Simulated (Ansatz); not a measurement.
SiC, DFT, PBE, PAW with Ansatz's default frozen-core files, scalar-relativistic (Ansatz 0.2.0), run on 1 thread of Arm Neoverse V1 on a shared host.

The cell is COD entry 1010995, as deposited and not checked against the literature; nothing was relaxed. It is an old determination, and later ones may differ.

Command: `ansatz run input.yaml --threads 1 --pin off --max-ram 2048MiB --backend cpu --events-out ev --progress --plain --runs-dir out`

```yaml
crystal:
  lattice:
    - [0.0, 2.174, 2.174]
    - [2.174, 0.0, 2.174]
    - [2.174, 2.174, 0.0]
  atoms:
    - { symbol: Si, position: [0.0, 0.0, 0.0] }
    - { symbol: C, position: [0.75, 0.75, 0.75] }
kpoints:
  mp_grid: { grid: [22, 22, 22] }
scf:
  occupations: { method: fermi_dirac, width: 0.05 }
hamiltonian:
  xc: pbe
  pseudopotentials: { kind: paw }
output:
  forces: true
  stress: true
  eigenvalues: true
  efg: { contact_densities: true }
```

**Question.** How large is the problem that the program sets up?

**Answer.** 328 irreducible k-points, 411 plane waves at Γ, 8 bands.

**Question.** Estimate the wall time and the peak memory.

**Answer.** 7.5 s of wall time for 6 SCF iterations, with a peak of 0.38 GiB. Times on shared machines scatter by tens of per cent.

**Question.** And the same cell and mesh by LAPW (all electrons), asked for forces, stress, eigenvalues, on the same hardware?

**Answer.** 81 s, peak memory 0.63 GiB.
